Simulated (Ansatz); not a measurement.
# Ag (P6_3/mmc) in Ansatz: equation of state

Aim: energy against volume of Ag in PBEsol, for its equilibrium volume and stiffness.

Program: Ansatz 0.2.0. These are calculated values, not measurements. Logs are shortened: lines on timing, memory, paths and dates and some standing lists are left out, and cuts for length are marked.

### 1 The crystal as given

Symmetry: P6_3/mmc, No. 194, hexagonal system. The conventional cell has a = 2.930 Å, b = 2.930 Å, c = 4.790 Å, α = 90.00°, β = 90.00°, γ = 120.00°. Ag (site symmetry -6m2) is surrounded by 12 Ag at 2.93 Å.

This isn't the form of Ag at room conditions, which is fcc.

### 2 Single point, PBEsol, 16.74 Å³/atom (volume scaled by 0.94)

input.yaml reads:

```yaml
crystal:
  lattice:
    - [2.8701872985, 0.0, 0.0]
    - [-1.4350936493, 2.4856551142, 0.0]
    - [0.0, 0.0, 4.6922174607]
  atoms:
    - { symbol: Ag, position: [0.6666666667, 0.3333333333, 0.75] }
    - { symbol: Ag, position: [0.3333333333, 0.6666666667, 0.25] }
hamiltonian:
  xc: pbesol
  pseudopotentials: { kind: paw }
kpoints:
  mp_grid: { grid: [10, 10, 6] }
scf:
  occupations: { method: fermi_dirac, width: 0.05 }
output:
  forces: true
  stress: true
  eigenvalues: true
```

Potentials or basis: Ansatz PAW.

Launch:

```
$ ansatz run input.yaml --threads 2 --pin off --max-ram 5632MiB --backend cpu --events-out ev --progress --plain --runs-dir out
```

Log:

```text
Warning: RAYON_NUM_THREADS=2 ignored (pool sized by the plan → 2); use --threads N
Engine: ansatz 0.2.0, x86_64-unknown-linux-gnu
Pseudopotentials: kind: paw
Pseudopotential: Ag, paw, valence charge 19, recommended cutoff 420 eV (normal), Ag.paw.azcp
Functional definition: PBEsol
  exchange = pbesol_x
  correlation = pbesol_c
Crystal: 2 atoms, lattice volume = 33.476 Å³
Basis set: ecut = 420 eV, 663 PW (Γ), exchange–correlation on 40×40×64 points (8 copies of the dense FFT grid, shifted against one another)
Bands: 23, of which v1, the nominal top of the filled ones, is band 19 counted from 1 (18 counted from 0)
Symmetry: 24 space group operations
Space group: P63/mmc (ITA 194), of the structure as read, at distance tolerance 3.2e-5 Å
k-points: 56 of 600
Non-local potential: Ag, projectors of the file, l = 0: 3, l = 1: 2, l = 2: 2, l = 3: 1
PAW form: soft (Blöchl's): semilocal exchange-correlation on the pseudo side does not see the compensation charge
PAW frozen core: Ag, regenerated for the run's functional, and the local potential with it (the file was generated under x = pbe(κ = 0.804, μ = 0.2195149727645171), c = pbe(β = 0.06672455060314922))
PAW one-centre angular grid: Ag, 590 points (default); XC on 64 Gauss nodes
Initial density: superposition of atomic densities (neutral atoms: chi_scale 0, normalization atom), corrected by the library's trained network
Initial wavefunctions: pseudopotential atomic-orbital guess
Functional: x = pbesol(κ = 0.804, μ = 0.12345679012345678), c = pbesol(β = 0.046)
SCF iter   1: F=—  HF=-15044.480415 eV  |F-HF|=—  |Δ(HF+E_count)|=         —  Δρ=9.56e-3  dr2=2.77e-2  ethr=1.77e-3  ⟨swp⟩=4.7  Hψ=4812  notcnv=0
preconditioner: auto → none  [insulator: Δε(μ)=0.229 eV  Ē_g=11.363 eV  σ=0.050 eV  W_gap=0.73  n_scr=10 (ndim 8)  ℏωp=30.1 eV  f_vac=0.000  D(μ)=0.73/eV (n_scr^D=2)  ε∞_Penn≈8.0]
SCF iter   2: F=—  HF=-15044.472752 eV  |F-HF|=—  |Δ(HF+E_count)|=   7.66e-3  Δρ=1.75e-3  dr2=2.68e-4  ethr=7.28e-5  ⟨swp⟩=2.2  Hψ=2578  notcnv=0  defer=7
SCF iter   3: F=—  HF=-15044.472702 eV  |F-HF|=—  |Δ(HF+E_count)|=   4.93e-5  Δρ=7.46e-4  dr2=6.04e-5  ethr=7.06e-7  ⟨swp⟩=2.6  Hψ=2426  notcnv=0  defer=7
SCF iter   4: F=—  HF=-15044.472692 eV  |F-HF|=—  |Δ(HF+E_count)|=   1.01e-5  Δρ=2.97e-4  dr2=1.01e-5  ethr=1.59e-7  ⟨swp⟩=1.0  Hψ=1281  notcnv=0  defer=7
SCF iter   5: F=—  HF=-15044.472691 eV  |F-HF|=—  |Δ(HF+E_count)|=   8.33e-7  Δρ=5.87e-5  dr2=4.02e-7  ethr=2.66e-8  ⟨swp⟩=1.5  Hψ=1763  notcnv=0  defer=7
SCF iter   6: F=-15044.472691 eV  HF=-15044.472691 eV  |F-HF|=7.64e-10  |Δ(HF+E_count)|=   2.36e-8  Δρ=5.98e-6  dr2=4.20e-9  ethr=2.63e-10  ⟨swp⟩=4.4  Hψ=4286  notcnv=0
SCF 1 converged in 6 iterations: F = -15044.472691 eV  dr2 = 4.20e-9
SCF converged after 6 iterations
Free energy (F): -15044.472691 eV
Harris-Foulkes:  -15044.472691 eV  (|F-HF|=7.64e-10)
Internal energy: -15044.466674 eV  (E = F + TS)
E sigma→0 (E₀):  -15044.469683 eV
Entropy (-TS):   -0.006017 eV (-3.009 meV/atom)
Fermi energy:    17.576076 eV
--- Per-component energies (eV) ---
  E_band       = -458.770003
  E_kinetic    = 1054.996082
  E_local      = -4330.996594  (includes V_loc(G=0)·N_el)
  E_nonlocal   = 164.961606
  E_hartree    = 1971.781864
  E_xc         = -367.633329
  E_vxc        = -469.096368  (∫ρ·V_xc dr)
  E_paw        = -7668.983273  (= ΣΔE_a)
  E_vpaw       = -822.201803  (= ΣTr[D̂ρ^β])
  E_aug_tail   = 0.000603  (compensation charges beyond the density's cutoff)
  E_ewald      = -5869.239111
  E_core_change = 0.645478  (= ΣΔE_core)
  E_smearing   = -0.006017  (= −TS)
  E_closure    = -0.000000  (closes the sum)
  Σ components = -15044.472691   (vs F -15044.472691, Δ=0.00e0)
--- Forces (eV/Å), atoms counted from 1 ---
  atom   1  Ag    -0.00000000    -0.00000000     0.00000000
  atom   2  Ag     0.00000000     0.00000000     0.00000000
  max |Σ_I F_I| component: 2.31e-18 eV/Å
--- Stress (GPa, compression-positive) ---
        0.162302       0.000000       0.000000
        0.000000       0.162302       0.000000
        0.000000       0.000000      -0.492247
  P = ⅓ Tr σ = -0.0559 GPa (-0.559 kbar)
--- Band table (eV; the first three rows and the last of 56) ---
  k-point 0: bands = ["-74.2894", "-74.2705", "-37.8763", "-37.7221", "-37.7221", "-37.6992", "-37.6954", "-37.6954", "9.6109", "11.0907", "12.7688", "12.8732", "12.8732", "13.1237", "13.1237", "13.4937", "13.4937", "14.5514", "14.5514", "17.0650", "21.2653", "33.1440", "35.0256"]
  k-point 1: bands = ["-74.2881", "-74.2718", "-37.8645", "-37.7203", "-37.7203", "-37.7112", "-37.6972", "-37.6972", "9.8301", "11.1334", "12.7239", "12.8197", "12.8197", "13.0646", "13.0646", "13.6384", "13.6384", "14.5281", "14.5281", "15.9144", "22.7829", "32.8529", "34.6917"]
  k-point 2: bands = ["-74.2847", "-74.2752", "-37.8323", "-37.7438", "-37.7155", "-37.7155", "-37.7021", "-37.7021", "10.4229", "11.2046", "12.6694", "12.7730", "12.7730", "12.9330", "12.9330", "13.9327", "13.9327", "14.1790", "14.4298", "14.4298", "25.6376", "31.6631", "33.5845"]
  k-point 55: bands = ["-74.2659", "-74.2659", "-37.8428", "-37.8428", "-37.7981", "-37.7981", "-37.7346", "-37.7346", "11.8541", "11.8541", "12.3870", "12.3870", "12.9293", "12.9293", "13.5579", "13.5579", "14.6264", "14.6264", "20.7507", "20.7507", "23.8193", "23.8193", "24.1469"]
```

Run time: 0.7 s. Hardware: 2 threads of Intel Xeon Platinum 8488C (Sapphire Rapids), shared host; peak memory 0.37 GiB.

Results:

* Free energy: -15044.4727 eV
* Pressure: -0.1 GPa
* Band gap on the k mesh: none (metal or under the smearing width)

Caveat: the PAW data sets come from PBE, with cores solved anew for the run's functional, which leaves a small shift of forces and pressure.

### 3 Single point, PBEsol, 17.09 Å³/atom (volume scaled by 0.96)

input.yaml, as its differences from that of step 2:

```diff
@@ -2,5 +2,5 @@
   lattice:
-    - [2.8701872985, 0.0, 0.0]
-    - [-1.4350936493, 2.4856551142, 0.0]
-    - [0.0, 0.0, 4.6922174607]
+    - [2.8904005511, 0.0, 0.0]
+    - [-1.4452002756, 2.5031603044, 0.0]
+    - [0.0, 0.0, 4.7252623344]
   atoms:
```

Potentials or basis: Ansatz PAW.

Launch:

```
$ ansatz run input.yaml --threads 2 --pin off --max-ram 5632MiB --backend cpu --events-out ev --progress --plain --runs-dir out
```

Run time: 0.72 s. Hardware: 2 threads of Intel Xeon Platinum 8488C (Sapphire Rapids), shared host; peak memory 0.38 GiB.

Results (log left out):

| Quantity | Value |
| --- | --- |
| Free energy | -15044.4672 eV |
| Pressure | -2.4 GPa |
| Band gap on the k mesh | none (metal or under the smearing width) |

Caveat: the PAW data sets come from PBE, with cores solved anew for the run's functional, which leaves a small shift of forces and pressure.

### 4 Single point, PBEsol, 17.45 Å³/atom (volume scaled by 0.98)

input.yaml, as its differences from that of step 3:

```diff
@@ -2,5 +2,5 @@
   lattice:
-    - [2.8904005511, 0.0, 0.0]
-    - [-1.4452002756, 2.5031603044, 0.0]
-    - [0.0, 0.0, 4.7252623344]
+    - [2.910334978, 0.0, 0.0]
+    - [-1.455167489, 2.5204240244, 0.0]
+    - [0.0, 0.0, 4.7578513803]
   atoms:
```

Launch:

```
$ ansatz run input.yaml --threads 2 --pin off --max-ram 5632MiB --backend cpu --events-out ev --progress --plain --runs-dir out
```

Run time: 0.72 s. Hardware: 2 threads of Intel Xeon Platinum 8488C (Sapphire Rapids), shared host; peak memory 0.38 GiB.

The run converged. Its results:

```
Free energy            : -15044.4521 eV
Pressure               : -4.4 GPa
Band gap on the k mesh : none (metal or under the smearing width)
```

Caveat: the PAW data sets come from PBE, with cores solved anew for the run's functional, which leaves a small shift of forces and pressure.

### 5 Single point, PBEsol, 17.81 Å³/atom

input.yaml, as its differences from that of step 4:

```diff
@@ -2,5 +2,5 @@
   lattice:
-    - [2.910334978, 0.0, 0.0]
-    - [-1.455167489, 2.5204240244, 0.0]
-    - [0.0, 0.0, 4.7578513803]
+    - [2.93, 0.0, 0.0]
+    - [-1.465, 2.5374544331, 0.0]
+    - [0.0, 0.0, 4.79]
   atoms:
```

Launch:

```
$ ansatz run input.yaml --threads 2 --pin off --max-ram 5632MiB --backend cpu --events-out ev --progress --plain --runs-dir out
```

Run time: 0.76 s. Hardware: 2 threads of Intel Xeon Platinum 8488C (Sapphire Rapids), shared host; peak memory 0.35 GiB.

It converged, with:

```yaml
Free_energy: -15044.4287 eV
Pressure: -6.1 GPa
Band_gap_on_the_k_mesh: none (metal or under the smearing width)
```

Caveat: the PAW data sets come from PBE, with cores solved anew for the run's functional, which leaves a small shift of forces and pressure.

### 6 Single point, PBEsol, 18.16 Å³/atom (volume scaled by 1.02)

input.yaml, as its differences from that of step 5:

```diff
@@ -2,5 +2,5 @@
   lattice:
-    - [2.93, 0.0, 0.0]
-    - [-1.465, 2.5374544331, 0.0]
-    - [0.0, 0.0, 4.79]
+    - [2.949404539, 0.0, 0.0]
+    - [-1.4747022695, 2.5542592568, 0.0]
+    - [0.0, 0.0, 4.8217227788]
   atoms:
```

Potentials or basis: Ansatz PAW.

Launch:

```
$ ansatz run input.yaml --threads 2 --pin off --max-ram 5632MiB --backend cpu --events-out ev --progress --plain --runs-dir out
```

It took 0.77 s on 2 threads of Intel Xeon Platinum 8488C (Sapphire Rapids), shared host; peak memory 0.37 GiB.

Results (log left out):

| Quantity | Value |
| --- | --- |
| Free energy | -15044.3980 eV |
| Pressure | -7.6 GPa |
| Band gap on the k mesh | none (metal or under the smearing width) |

Caveat: the PAW data sets come from PBE, with cores solved anew for the run's functional, which leaves a small shift of forces and pressure.

### 7 Single point, PBEsol, 18.52 Å³/atom (volume scaled by 1.04)

input.yaml, as its differences from that of step 6:

```diff
@@ -2,5 +2,5 @@
   lattice:
-    - [2.949404539, 0.0, 0.0]
-    - [-1.4747022695, 2.5542592568, 0.0]
-    - [0.0, 0.0, 4.8217227788]
+    - [2.9685570532, 0.0, 0.0]
+    - [-1.4842785266, 2.5708458207, 0.0]
+    - [0.0, 0.0, 4.8530335443]
   atoms:
@@ -19 +19,5 @@
   eigenvalues: true
+  write_density: true
+  write_potential: true
+  elf: true
+  volumetric_format: npy
```

Potentials or basis: Ansatz PAW.

Launch:

```
$ ansatz run input.yaml --threads 2 --pin off --max-ram 5632MiB --backend cpu --events-out ev --progress --plain --runs-dir out
```

Log:

```text
Warning: RAYON_NUM_THREADS=2 ignored (pool sized by the plan → 2); use --threads N
[... 6 set-up lines as earlier in the session ...]
Crystal: 2 atoms, lattice volume = 37.037 Å³
Basis set: ecut = 420 eV, 701 PW (Γ), exchange–correlation on 40×40×72 points (8 copies of the dense FFT grid, shifted against one another)
Bands: 23, of which v1, the nominal top of the filled ones, is band 19 counted from 1 (18 counted from 0)
[... 1 set-up line as earlier in the session ...]
Space group: P63/mmc (ITA 194), of the structure as read, at distance tolerance 3.3e-5 Å
k-points: 56 of 600
[... 7 set-up lines as earlier in the session ...]
SCF iter   1: F=—  HF=-15044.369471 eV  |F-HF|=—  |Δ(HF+E_count)|=         —  Δρ=9.31e-3  dr2=3.04e-2  ethr=1.77e-3  ⟨swp⟩=4.9  Hψ=4832  notcnv=0
preconditioner: auto → none  [insulator: Δε(μ)=0.232 eV  Ē_g=10.560 eV  σ=0.050 eV  W_gap=0.65  n_scr=10 (ndim 8)  ℏωp=28.6 eV  f_vac=0.000  D(μ)=0.66/eV (n_scr^D=2)  ε∞_Penn≈8.3]
SCF iter   2: F=—  HF=-15044.361278 eV  |F-HF|=—  |Δ(HF+E_count)|=   8.19e-3  Δρ=1.69e-3  dr2=3.02e-4  ethr=7.99e-5  ⟨swp⟩=2.1  Hψ=2500  notcnv=0  defer=7
SCF iter   3: F=—  HF=-15044.361200 eV  |F-HF|=—  |Δ(HF+E_count)|=   7.88e-5  Δρ=6.97e-4  dr2=6.97e-5  ethr=7.95e-7  ⟨swp⟩=2.9  Hψ=2553  notcnv=0  defer=7
SCF iter   4: F=—  HF=-15044.361197 eV  |F-HF|=—  |Δ(HF+E_count)|=   3.13e-6  Δρ=2.93e-4  dr2=1.31e-5  ethr=1.83e-7  ⟨swp⟩=1.0  Hψ=1281  notcnv=0  defer=7
SCF iter   5: F=—  HF=-15044.361194 eV  |F-HF|=—  |Δ(HF+E_count)|=   2.23e-6  Δρ=6.15e-5  dr2=6.01e-7  ethr=3.46e-8  ⟨swp⟩=1.4  Hψ=1653  notcnv=0  defer=7
SCF iter   6: F=-15044.361194 eV  HF=-15044.361194 eV  |F-HF|=1.86e-9  |Δ(HF+E_count)|=   1.00e-7  Δρ=6.51e-6  dr2=6.50e-9  ethr=2.63e-10  ⟨swp⟩=7.4  Hψ=7025  notcnv=0
SCF 1 converged in 6 iterations: F = -15044.361194 eV  dr2 = 6.50e-9
SCF converged after 6 iterations
Free energy (F): -15044.361194 eV
Harris-Foulkes:  -15044.361194 eV  (|F-HF|=1.86e-9)
Internal energy: -15044.355883 eV  (E = F + TS)
E sigma→0 (E₀):  -15044.358539 eV
Entropy (-TS):   -0.005311 eV (-2.655 meV/atom)
Fermi energy:    15.335450 eV
--- Per-component energies (eV) ---
  E_band       = -532.599747
  E_kinetic    = 1052.347209
  E_local      = -4645.096508  (includes V_loc(G=0)·N_el)
  E_nonlocal   = 165.805956
  E_hartree    = 2092.130130
  E_xc         = -365.832827
  E_vxc        = -466.664252  (∫ρ·V_xc dr)
  E_paw        = -7669.607125  (= ΣΔE_a)
  E_vpaw       = -823.256727  (= ΣTr[D̂ρ^β])
  E_aug_tail   = 0.000595  (compensation charges beyond the density's cutoff)
  E_ewald      = -5674.748791
  E_core_change = 0.645478  (= ΣΔE_core)
  E_smearing   = -0.005311  (= −TS)
  E_closure    = -0.000000  (closes the sum)
  Σ components = -15044.361194   (vs F -15044.361194, Δ=0.00e0)
--- Forces (eV/Å), atoms counted from 1 ---
  atom   1  Ag     0.00000000     0.00000000     0.00000000
  atom   2  Ag    -0.00000000    -0.00000000     0.00000000
  max |Σ_I F_I| component: 0.00e0 eV/Å
--- Stress (GPa, compression-positive) ---
       -8.717877      -0.000000      -0.000000
       -0.000000      -8.717877      -0.000000
       -0.000000      -0.000000      -9.326903
  P = ⅓ Tr σ = -8.9209 GPa (-89.209 kbar)
--- Band table (eV; the first three rows and the last of 56) ---
  k-point 0: bands = ["-76.2589", "-76.2476", "-39.8177", "-39.7139", "-39.7139", "-39.6997", "-39.6957", "-39.6957", "8.1182", "9.4845", "10.9009", "10.9927", "10.9927", "11.1994", "11.1994", "11.5085", "11.5085", "12.3956", "12.3956", "15.1186", "18.5071", "30.6490", "32.4151"]
  k-point 1: bands = ["-76.2581", "-76.2483", "-39.8099", "-39.7127", "-39.7127", "-39.7076", "-39.6969", "-39.6969", "8.3201", "9.5213", "10.8649", "10.9470", "10.9470", "11.1504", "11.1504", "11.6300", "11.6300", "12.3750", "12.3750", "13.9502", "20.0290", "30.3915", "31.8177"]
  k-point 2: bands = ["-76.2561", "-76.2504", "-39.7884", "-39.7294", "-39.7093", "-39.7093", "-39.7003", "-39.7003", "8.8680", "9.5828", "10.8282", "10.9070", "10.9070", "11.0407", "11.0407", "11.8758", "11.8758", "12.2846", "12.2910", "12.2910", "22.7734", "28.8155", "30.8764"]
  k-point 55: bands = ["-76.2448", "-76.2448", "-39.7947", "-39.7947", "-39.7646", "-39.7646", "-39.7232", "-39.7232", "10.1446", "10.1446", "10.6103", "10.6103", "11.0657", "11.0657", "11.5742", "11.5742", "12.4578", "12.4578", "18.2973", "18.2973", "21.0510", "21.0510", "21.4053"]
```

rho_z.tsv:

```text
# z_ang	rho[e/angstrom^3]
# format = ansatz-planar-average/11
# lattice	2.968557053	0.000000000	0.000000000
# lattice	-1.484278527	2.570845821	0.000000000
# lattice	0.000000000	0.000000000	4.853033544
# sites	2
# site	47	1.484278527	0.856948607	3.639775158
# site	47	0.000000000	1.713897214	1.213258386
0.000000	1.664834e-1
0.134806	1.802942e-1
0.269613	2.270315e-1
0.404419	3.352534e-1
0.539226	5.567329e-1
0.674032	9.253306e-1
[... 28 lines left out ...]
4.583421	2.270315e-1
4.718227	1.802942e-1
```

v_z.tsv:

```text
# z_ang	v_es[eV]	v_tot[eV]
# format = ansatz-planar-average/11
# xc	pbesol
# density_cutoff_ev	1680
# datasets	Ag=:simpson_from_first_knot:soft:shift=-955930
# lattice	2.968557053	0.000000000	0.000000000
# lattice	-1.484278527	2.570845821	0.000000000
# lattice	0.000000000	0.000000000	4.853033544
# sites	2
# site	47	1.484278527	0.856948607	3.639775158
# site	47	0.000000000	1.713897214	1.213258386
0.000000	1.695056e1	8.012031e0
0.134806	1.665693e1	7.567182e0
0.269613	1.558719e1	6.042927e0
0.404419	1.372294e1	3.437100e0
0.539226	1.143228e1	2.058873e-1
0.674032	9.077233e0	-3.152416e0
[... 28 lines left out ...]
4.583421	1.558719e1	6.042927e0
4.718227	1.665693e1	7.567182e0
```

It took 1 s on 2 threads of Intel Xeon Platinum 8488C (Sapphire Rapids), shared host; peak memory 0.39 GiB.

What came out:

```
Free energy            : -15044.3612 eV
Pressure               : -8.9 GPa
Band gap on the k mesh : none (metal or under the smearing width)
```

Caveat: the PAW data sets come from PBE, with cores solved anew for the run's functional, which leaves a small shift of forces and pressure.

### 8 Single point, PBEsol, 18.87 Å³/atom (volume scaled by 1.06)

input.yaml, as its differences from that of step 7:

```diff
@@ -2,5 +2,5 @@
   lattice:
-    - [2.9685570532, 0.0, 0.0]
-    - [-1.4842785266, 2.5708458207, 0.0]
-    - [0.0, 0.0, 4.8530335443]
+    - [2.9874655697, 0.0, 0.0]
+    - [-1.4937327848, 2.5872210763, 0.0]
+    - [0.0, 0.0, 4.8839454194]
   atoms:
@@ -19,5 +19 @@
   eigenvalues: true
-  write_density: true
-  write_potential: true
-  elf: true
-  volumetric_format: npy
```

Launch:

```
$ ansatz run input.yaml --threads 2 --pin off --max-ram 5632MiB --backend cpu --events-out ev --progress --plain --runs-dir out
```

It took 0.81 s on 2 threads of Intel Xeon Platinum 8488C (Sapphire Rapids), shared host; peak memory 0.38 GiB.

Results (log left out):

```
Free energy            : -15044.3190 eV
Pressure               : -10.0 GPa
Band gap on the k mesh : none (metal or under the smearing width)
```

Caveat: the PAW data sets come from PBE, with cores solved anew for the run's functional, which leaves a small shift of forces and pressure.

### 9 Equation of state, PBEsol

Potentials or basis: Ansatz PAW.

This step only gathers the single runs of the series.

What came out:

```
Equilibrium volume                        : 16.73 Å³/atom (rough: see the caveat)
Bulk modulus at fixed shape and positions : 117 GPa (rough)
```

Energy against volume, from the lowest point:
```csv
volume (Å³/atom),energy (meV/atom)
16.738,0.00
17.094,2.75
17.450,10.31
17.806,22.02
18.162,37.33
18.518,55.75
18.875,76.85
```

Caveat: the minimum lies outside the volumes run; the cell was scaled at fixed shape and fractional positions, which overstates the stiffness of a crystal with free parameters, most of all of layers and chains.
